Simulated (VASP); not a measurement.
## V: single point with RPBE

Crystal: V.

```
V
1.0
     2.47025    0.00000    0.00000
     0.00000    2.47025    0.00000
     0.00000    0.00000    2.47025
V
1
Direct
  0.00000 0.00000 0.00000
```

The cell was built by a generator and needn't be a form met in nature.

| Property | Result |
| --- | --- |
| Program | VASP 6.6.1 |
| Task | single point |
| Functional | RPBE |
| Potentials or basis | VASP PAW PBE potentials, release 64 (V_sv) |
| Cutoff | 520 eV |
| k mesh | 13 × 13 × 13 |
| Occupations | fermi-dirac, width 0.1 eV |
| Spin | no spin polarisation |
| Dipole correction | no |
| Further INCAR settings | ALGO = Normal; EDIFF = 1e-07; NBANDS = 12 |

```
Pressure               : 0.3 GPa
Band gap on the k mesh : none (metal or under the smearing width)
```

Levels at points of the mesh, in eV from the Fermi level:
```csv
k point,band 4,band 5,band 6,band 7,band 8,band 9,band 10,band 11
"(0.00, 0.00, 0.00)",-37.29,-6.33,-2.10,-2.10,3.37,3.37,3.37,17.93
```

Wall time 11 s on 1 thread of Intel(R) Xeon(R) Platinum 8259CL CPU @ 2.50GHz (Skylake/Cascade Lake), with other jobs on the host, peak memory 0.12 GiB.

Caveat: the PAW data sets were made with another functional, which shifts forces and pressure a little.
